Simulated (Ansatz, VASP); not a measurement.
# One calculation of CuAu, two programs

```
Cu Au
1.0
     2.84200    0.00000    0.00000
     0.00000    2.84200    0.00000
     0.00000    0.00000    3.61495
Cu Au
1 1
Direct
  0.50000 0.50000 0.50000
  0.00000 0.00000 0.00000
```

Change from the starting cell: strain +0.015 along x and y, -0.015 along z, atoms carried along.

Alike in both runs: task single point; functional PBE; k mesh 18 × 18 × 14; occupations gaussian, width 0.15 eV; no spin polarisation.

```csv
,VASP,Ansatz
version,VASP 6.6.1,Ansatz 0.2.0
potentials or method,"VASP PAW PBE potentials, release 64 (Cu, Au)","scalar-relativistic, plane waves, PAW"
plane-wave cutoff (eV),520,420
valence electrons in the cell,22,38
```

|  | VASP | Ansatz | Ansatz less VASP |
| --- | --- | --- | --- |
| gap on the k mesh at the Fermi level (eV) | none | none | - |
| pressure (GPa) | 4.3 | 4.2 | -0.10 |
| largest component of the traceless stress (GPa) | 0.12 | 0.16 | +0.040 |

A gap of «none» marks a metal or a gap that the smearing closes. With one functional, cell and mesh, what is left measures potentials, basis and numerics. The two sets of potentials don't hold the same shells in valence.

The runs have no spin-orbit coupling, so splittings on Au are missing.
